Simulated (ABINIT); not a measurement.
Here is an ABINIT 10.8.3 (patched build) calculation.

The input run.abi:

```
# Pseudopotentials
pp_dirpath "./"
pseudos "Sb.upf"

# Structure
acell 3*1.0
rprim
     4.1378728428     2.3890019902     7.3179671388
    -4.1378728428     2.3890019902     7.3179671388
     0.0000000000    -4.7780039992     7.3179671388
ntypat 1
znucl 51
natom 2
typat 1 1
xcart
     0.0000000000    -0.0000000077     8.9280062970
     0.0000000000    -0.0000000023     2.6894980230 Angstrom
chkprim 0
chksymtnons 0
tolsym 1.0e-6

# Plane-wave basis
ecut 40.0

# k points
kptopt 1
ngkpt 6 6 6
nshiftk 1
shiftk 0.0 0.0 0.0

# Exchange and correlation
ixc 11

# Bands and occupations
nband 19
occopt 3
tsmear 0.05 eV

# SCF cycle
nstep 100
tolvrs 1.0e-10

# Output
iomode 3
prtwf 0
prtden 0
prteig 0
prtebands 0
```

Potentials or basis: PseudoDojo NC SR PBE v0.4.1 standard.

Run with:

```sh
$ mpirun --bind-to none -np 4 abinit run.abi > log 2>&1
```

(1) What does it give for the pressure?

(2) Predict the band gap on the k mesh.

Results:

(1) -0.1 GPa.

(2) none (metal or under the smearing width).
